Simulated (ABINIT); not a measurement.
# Ga (Cmcm) in ABINIT: optical spectrum with PBEsol

Aim: the optical spectrum of Ga with PBEsol.

All numbers are computed with ABINIT 10.8.3 (patched build); they aren't measurements. Logs are shortened: lines on timing, memory, paths and dates and some standing lists are left out, and cuts for length are marked. The log counts tension as positive stress, the text compression.

## 1. Starting point

The structure is orthorhombic, space group Cmcm (No. 63). The conventional cell has a = 2.900 Å, b = 8.130 Å, c = 3.170 Å, α = 90.00°, β = 90.00°, γ = 90.00°. Around Ga (site symmetry m2m) lie 8 Ga at 2.68 to 2.90 Å.

This isn't the form of Ga at room conditions, which is orthorhombic.

## 2. Optical spectrum, PBEsol

File run.abi:

```
ndtset 3

pp_dirpath "./"
pseudos "Ga.upf"

acell 8.1558103505 8.1558103505 5.9904318151
rprim
     0.3359694209    -0.9418728939     0.0000000000
     0.3359694209     0.9418728939     0.0000000000
     0.0000000000     0.0000000000     1.0000000000
ntypat 1
znucl 31
natom 2
typat 1 1
chkprim 0
chksymtnons 0
tolsym 1.0e-6
xred
   0.1330000000   0.8670000000            3/4
   0.8670000000   0.1330000000            1/4

ecut 36.0

ngkpt 16 16 12
nshiftk 1
shiftk 0.0 0.0 0.0
istwfk *1

ixc -116133

occopt 3
tsmear 0.136 eV

nstep 80

iomode 3
prteig 0
prtebands 0

nband1 17
tolvrs1 1.0e-12
prtden1 1
prtwf1 0
kptopt1 1

iscf2 -3
getden2 1
nband2 23
nbdbuf2 4
tolwfr2 1.0e-12
nstep2 120
prtden2 0
kptopt2 1

optdriver3 8
wfk_task3 "wfk_optics_fullbz"
getwfk3 2
nband3 19
kptopt3 1
prtevk3 1
inclvkb3 2
```

File optic.abi:

```
&FILES
 ddkfile_1 = 'runo_DS3_1_EVK.nc',
 ddkfile_2 = 'runo_DS3_2_EVK.nc',
 ddkfile_3 = 'runo_DS3_3_EVK.nc',
 wfkfile = 'runo_DS3_WFK.nc'
/
&PARAMETERS
 broadening = 0.005512,
 domega = 0.002,
 maxomega = 0.8,
 scissor = 0.000000,
 tolerance = 0.002
/
&COMPUTATIONS
 num_lin_comp = 3,
 lin_comp = 11,22,33,
 num_nonlin_comp = 0
/
```

Potentials or basis: PseudoDojo NC SR PBEsol v0.4.1 standard.

Started as:

```sh
$ mpirun --bind-to none -np 4 abinit run.abi > log 2>&1
$ optic optic.abi > optic.log 2>&1
```

run.abo:

```text
.Version 10.8.3 of ABINIT
 DATASET    1 : space group Cm c m (# 63); Bravais oC (1-face-center ortho.)
================================================================================
 Values of the parameters that define the memory need for DATASET  1.
     intxc =       0    ionmov =       0      iscf =       7    lmnmax =       6
     lnmax =       6     mgfft =      48  mpssoang =       3    mqgrid =    3001
     natom =       2  nloc_mem =       1    nspden =       1   nspinor =       1
    nsppol =       1      nsym =       8    n1xccc =    2501    ntypat =       1
    occopt =       3   xclevel =       2
       mpw =        2640          nfft =       82944          nkpt =         511
================================================================================
================================================================================
[... 13 lines left out ...]
 DATASET    3 : space group Cm c m (# 63); Bravais oC (1-face-center ortho.)
================================================================================
 Values of the parameters that define the memory need for DATASET  3.
     intxc =       0    ionmov =       0      iscf =       7    lmnmax =       6
     lnmax =       6     mgfft =      48  mpssoang =       3    mqgrid =    3001
     natom =       2  nloc_mem =       1    nspden =       1   nspinor =       1
    nsppol =       1      nsym =       8    n1xccc =    2501    ntypat =       1
    occopt =       3   xclevel =       2
       mpw =        2640          nfft =       82944          nkpt =         511
================================================================================
================================================================================

--------------------------------------------------------------------------------
------------- Echo of variables that govern the present computation ------------
--------------------------------------------------------------------------------
 -outvars: echo values of preprocessed input variables --------
            acell      8.1558103505E+00  8.1558103505E+00  5.9904318151E+00 Bohr
              amu      6.97230000E+01
          chkprim           0
      chksymtnons           0
             ecut      3.60000000E+01 Hartree
           getden1          0
           getden2          1
           getden3          0
           getwfk1          0
           getwfk2          0
           getwfk3          2
             iscf1          7
             iscf2         -3
             iscf3          7
                       outvar_i_n : Printing only first  50 k-points.
              ixc     -116133
           jdtset        1    2    3
                       outvar_i_n : Printing only first  50 k-points.
         kptrlatt       16    0    0      0   16    0      0    0   12
          kptrlen      7.18851818E+01
            natom           2
            nband1         17
            nband2         23
            nband3         19
           nbdbuf1          0
           nbdbuf2          4
           nbdbuf3          0
           ndtset           3
            ngfft          48      48      36
             nkpt         511
            nstep1         80
            nstep2        120
            nstep3         80
             nsym           8
           ntypat           1
                       prtocc : prtvol=0, do not print more k-points.
                       prtocc : prtvol=0, do not print more k-points.
                       prtocc : prtvol=0, do not print more k-points.
           occopt           3
        optdriver1          0
        optdriver2          0
        optdriver3          8
           prtden1          1
           prtden2          0
           prtden3          1
        prtebands           0
           prteig           0
           prtevk1          0
           prtevk2          0
           prtevk3          1
            prtwf1          0
            prtwf2          1
            prtwf3          1
            rprim      3.3596942090E-01 -9.4187289390E-01  0.0000000000E+00
                       3.3596942090E-01  9.4187289390E-01  0.0000000000E+00
                       0.0000000000E+00  0.0000000000E+00  1.0000000000E+00
          spgroup          63
           tolsym      1.00000000E-06
           tolvrs1     1.00000000E-12
           tolvrs2     0.00000000E+00
           tolvrs3     0.00000000E+00
           tolwfr1     0.00000000E+00
           tolwfr2     1.00000000E-12
           tolwfr3     0.00000000E+00
           tsmear      4.99790782E-03 Hartree
            typat      1  1
         wfk_task1          0
         wfk_task2          0
         wfk_task3          7
                       outvars : Printing only first  50 k-points.
           xangst      1.4499999989E+00  2.9837099981E+00  2.3774999984E+00
                       1.4499999989E+00 -2.9837099981E+00  7.9249999947E-01
            xcart      2.7401028804E+00  5.6383947355E+00  4.4928238613E+00
                       2.7401028804E+00 -5.6383947355E+00  1.4976079538E+00
             xred      1.3300000000E-01  8.6700000000E-01  7.5000000000E-01
                       8.6700000000E-01  1.3300000000E-01  2.5000000000E-01
            znucl       31.00000

================================================================================

[... 170 lines left out ...]
cutoff_energies: {ecut:  36.0, pawecutdg:  -1.0, }
electrons: {nelect:   2.60000000E+01, charge:   0.00000000E+00, occopt:   3.00000000E+00, tsmear:   4.99790782E-03, }
meta: {optdriver: 0, ionmov: 0, optcell: 0, iscf: -3, paral_kgb: 0, }
...

 mkfilename : getden/=0, take file _DEN from output of DATASET   1.

 Real(R)+Recip(G) space primitive vectors, cartesian coordinates (Bohr,Bohr^-1):
 R(1)=  2.7401029 -7.6817367  0.0000000  G(1)=  0.1824749 -0.0650894  0.0000000
 R(2)=  2.7401029  7.6817367  0.0000000  G(2)=  0.1824749  0.0650894  0.0000000
 R(3)=  0.0000000  0.0000000  5.9904318  G(3)=  0.0000000  0.0000000  0.1669329
 Unit cell volume ucvol=  2.5218219E+02 bohr^3
 Angles (23,13,12)=  9.00000000E+01  9.00000000E+01  1.40737003E+02 degrees

 getcut: wavevector=  0.0000  0.0000  0.0000  ngfft=  48  48  36
         ecut(hartree)=     36.000   => boxcut(ratio)=   2.17983
--------------------------------------------------------------------------------

================================================================================

--- !BeginCycle
iteration_state: {dtset: 2, }
solver: {iscf: -3, nstep: 120, nline: 4, wfoptalg: 0, }
tolerances: {tolwfr: 1.00E-12, }
...

     iter   Etot(hartree)      deltaE(h)  residm     vres2
 Non-SCF case, kpt    1 (  0.00000  0.00000  0.00000), residuals and eigenvalues=
  1.46E-13  1.99E-13  1.97E-13  5.89E-13  7.65E-13  5.66E-13  1.90E-13  1.71E-13
  8.71E-13  2.53E-13  6.95E-13  3.44E-13  6.23E-13  6.30E-13  7.96E-13  6.84E-13
  6.56E-13  1.48E-13  3.04E-13  2.34E-13  8.26E-13  4.53E-11  4.52E-11
 -3.5183E-01 -3.5116E-01 -3.4840E-01 -3.4810E-01 -3.4113E-01 -3.4008E-01
 -3.3940E-01 -3.3874E-01 -3.3844E-01 -3.3291E-01 -2.0851E-01  1.2126E-01
  1.4659E-01  3.1101E-01  4.4601E-01  4.9226E-01  5.2624E-01  5.8895E-01
  6.1831E-01  6.3428E-01  6.7601E-01  7.3901E-01  8.1453E-01
 prteigrs : prtvol=0 or 1, do not print more k-points.

--- !ResultsGS
iteration_state: {dtset: 2, }
comment   : Summary of ground state results
lattice_vectors:
- [  2.7401029,  -7.6817367,   0.0000000, ]
- [  2.7401029,   7.6817367,   0.0000000, ]
- [  0.0000000,   0.0000000,   5.9904318, ]
lattice_lengths: [   8.15581,    8.15581,    5.99043, ]
lattice_angles: [ 90.000,  90.000, 140.737, ] # degrees, (23, 13, 12)
lattice_volume:   2.5218219E+02
convergence: {deltae:  0.000E+00, res2:  0.000E+00, residm:  9.994E-13, diffor:  0.000E+00, }
etotal    :  -1.52700588E+02
entropy   :   0.00000000E+00
fermie    :   2.04339565E-01
cartesian_stress_tensor: null
pressure_GPa: null
xred      :
- [  1.3300E-01,   8.6700E-01,   7.5000E-01, Ga]
- [  8.6700E-01,   1.3300E-01,   2.5000E-01, Ga]
cartesian_forces: null
force_length_stats: {min: null, max: null, mean: null, }
...

 Integrated electronic density in atomic spheres:
 ------------------------------------------------
 Atom  Sphere_radius  Integrated_density
    1        2.00000         10.78124964
    2        2.00000         10.78124964
================================================================================

 ----iterations are completed or convergence reached----

 Mean square residual over all n,k,spin=   50.087E-14; max=  99.944E-14
 reduced coordinates (array xred) for    2 atoms
       0.133000000000      0.867000000000      0.750000000000
       0.867000000000      0.133000000000      0.250000000000

 cartesian coordinates (angstrom) at end:
    1      1.44999999886832     2.98370999810060     2.37749999840149
    2      1.44999999886832    -2.98370999810060     0.79249999946716
 length scales=  8.155810350500  8.155810350500  5.990431815100 bohr
              =  4.315868971003  4.315868971003  3.169999997869 angstroms
 Eigenvalues (hartree) for nkpt= 511  k points:
 kpt#   1, nband= 23, wtk=  0.00033, kpt=  0.0000  0.0000  0.0000 (reduced coord)
  -0.35183   -0.35116   -0.34840   -0.34810   -0.34113   -0.34008   -0.33940   -0.33874
  -0.33844   -0.33291   -0.20851    0.12126    0.14659    0.31101    0.44601    0.49226
   0.52624    0.58895    0.61831    0.63428    0.67601    0.73901    0.81453
      occupation numbers for kpt#   1
   2.00000    2.00000    2.00000    2.00000    2.00000    2.00000    2.00000    2.00000
   2.00000    2.00000    2.00000    2.00000    1.99998    0.00000    0.00000    0.00000
   0.00000    0.00000    0.00000    0.00000    0.00000    0.00000    0.00000
 prteigrs : prtvol=0 or 1, do not print more k-points.

--- !EnergyTerms
iteration_state     : {dtset: 2, }
comment             : Components of total free energy in Hartree
kinetic             :  1.25204782583667E+02
hartree             :  4.01434780635953E+01
xc                  : -4.13967137861876E+01
Ewald energy        : -9.63907045295502E+01
psp_core            :  5.05390115610805E+00
local_psp           : -1.09211923022930E+02
non_local_psp       : -7.61016174631919E+01
internal            : -1.52698796998489E+02
'-kT*entropy'       : -1.79070615269695E-03
total_energy        : -1.52700587704642E+02
...

--- !EnergyTermsDC
iteration_state     : {dtset: 2, }
comment             : '"Double-counting" decomposition of free energy'
band_energy         : -6.63866937183410E+00
Ewald energy        : -9.63907045295502E+01
psp_core            :  5.05390115610805E+00
xc_dc               : -5.47233242953326E+01
internal            : -1.52698797040609E+02
'-kT*entropy'       : -1.79070615269695E-03
total_energy_dc     : -1.52700587746762E+02
...

================================================================================
== DATASET  3 ==================================================================

--- !DatasetInfo
iteration_state: {dtset: 3, }
dimensions: {natom: 2, nkpt: 511, mband: 19, nsppol: 1, nspinor: 1, nspden: 1, mpw: 2640, }
cutoff_energies: {ecut:  36.0, pawecutdg:  -1.0, }
electrons: {nelect:   2.60000000E+01, charge:   0.00000000E+00, occopt:   3.00000000E+00, tsmear:   4.99790782E-03, }
meta: {optdriver: 8, wfk_task: 7, }
...

 mkfilename : getwfk/=0, take file _WFK from output of DATASET   2.

--------------------------------------------------------------------------------

 Computation of velocity matrix elements (DDK)

 Parameters extracted from the Abinit header:
    ecut:     36.0
    nkpt:    3072
    mband:   23
    nsppol:  1
    nspinor: 1
    useylm:  0
    inclvkb: 2
    bmin: 1, bmax: 23
    Computing diagonal and off-diagonal matrix elements
    Between band index bmin: 1, bmax: 23

== END DATASET(S) ==============================================================
================================================================================

 -outvars: echo values of variables after computation  --------
            acell      8.1558103505E+00  8.1558103505E+00  5.9904318151E+00 Bohr
           etotal1    -1.5270058775E+02
           etotal2    -1.5270058775E+02
           etotal3     0.0000000000E+00
            fcart1    -1.0065674666E-18 -3.9323998362E-03  1.5802418181E-30
                       1.0065674666E-18  3.9323998362E-03 -1.5802418181E-30
            fcart3     0.0000000000E+00  0.0000000000E+00  0.0000000000E+00
                       0.0000000000E+00  0.0000000000E+00  0.0000000000E+00
            rprim      3.3596942090E-01 -9.4187289390E-01  0.0000000000E+00
                       3.3596942090E-01  9.4187289390E-01  0.0000000000E+00
                       0.0000000000E+00  0.0000000000E+00  1.0000000000E+00
           strten1     1.8986232718E-04  1.0729715904E-04  8.5369838650E-05
                       0.0000000000E+00  0.0000000000E+00  0.0000000000E+00
           strten3     0.0000000000E+00  0.0000000000E+00  0.0000000000E+00
                       0.0000000000E+00  0.0000000000E+00  0.0000000000E+00
           xangst      1.4499999989E+00  2.9837099981E+00  2.3774999984E+00
                       1.4499999989E+00 -2.9837099981E+00  7.9249999947E-01
             xred      1.3300000000E-01  8.6700000000E-01  7.5000000000E-01
                       8.6700000000E-01  1.3300000000E-01  2.5000000000E-01
 Calculation completed.
```

Wall time 6.5 min (4 MPI ranks of Arm Neoverse V2, shared host); peak memory 4.3 GiB.

Results:

```yaml
Free_energy: -4155.1947 eV
Pressure: -3.8 GPa
Largest_force: 0.202 eV/Å
Band_gap_on_the_k_mesh: none (metal or under the smearing width)
```

Forces on the atoms (eV/Å):
```
Ga   0.000 -0.202  0.000
Ga   0.000  0.202  0.000
```

Stress tensor (GPa, compression positive):
```
-5.59  0.00  0.00
 0.00 -3.16  0.00
 0.00  0.00 -2.51
```

Dielectric function (mean over the directions given):
```csv
energy (eV),real part,imaginary part
0.33,51.09,50.49
0.98,5.67,47.86
1.63,-0.95,32.89
2.29,-12.53,20.50
2.94,-10.21,9.70
3.70,-7.27,4.12
4.35,-4.97,2.29
5.01,-3.32,1.65
5.66,-2.41,1.02
6.31,-1.73,0.76
7.08,-1.09,0.50
7.73,-0.74,0.40
8.38,-0.43,0.34
9.03,-0.20,0.28
9.69,-0.01,0.22
10.45,0.18,0.19
11.10,0.29,0.17
11.76,0.41,0.13
12.41,0.52,0.10
13.06,0.64,0.09
13.82,0.78,0.09
14.48,0.95,0.14
15.13,1.00,0.35
15.78,0.92,0.39
16.44,0.90,0.45
17.20,0.80,0.47
17.85,0.83,0.47
18.50,0.78,0.40
19.16,0.82,0.40
19.92,0.78,0.42
```

Caveat: the intraband (Drude) term is left out; spectra need much finer meshes, so this one isn't converged; independent-particle spectra lack excitons.
